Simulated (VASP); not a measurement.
NaH: single point with PBE+D3(BJ)

The system is NaH.

```xyz
2
Lattice="0.0000 2.3585 2.3585 2.3585 0.0000 2.3585 2.3585 2.3585 0.0000" Properties=species:S:1:pos:R:3 pbc="T T T"
Na    0.0000    0.0000    0.0000
H     2.3585    2.3585    2.3585
```

The cell isn't the ideal one: relaxed again under DFT PBE+D3(BJ), scalar-relativistic, plane waves, PAW.

* Program: VASP 6.6.1
* Task: single point
* Functional: PBE
* Dispersion: D3(BJ)
* Potentials or basis: VASP PAW PBE potentials, release 64 (Na_pv, H)
* Cutoff: 520 eV
* k mesh: 8 × 8 × 8
* Occupations: gaussian, width 0.02 eV
* Spin: no spin polarisation
* Dipole correction: no
* Further INCAR settings: ALGO = Fast; EDIFF = 1e-07; NBANDS = 11

- Pressure: 0.0 GPa
- Band gap on the k mesh: 3.88 eV, indirect (least direct gap 4.77 eV)
- Dispersion energy per atom: -0.154 eV

Levels at points of the mesh, in eV from the valence-band top:
```
           k point  band 2  band 3  band 4  band 5  band 6  band 7
(0.00, 0.00, 0.00)  -21.98  -21.98   -3.83   11.07   16.15   16.15
(0.50, 0.00, 0.00)  -21.99  -21.99   -0.89    3.88   11.29   13.84
(0.50, 0.50, 0.00)  -22.02  -22.02   -0.19    4.79   10.30   11.13
```

Run time: 6.6 s on 1 thread of Intel(R) Xeon(R) 6975P-C (Granite Rapids), on a shared host, peak memory 0.15 GiB.

A k mesh can miss the band edges.
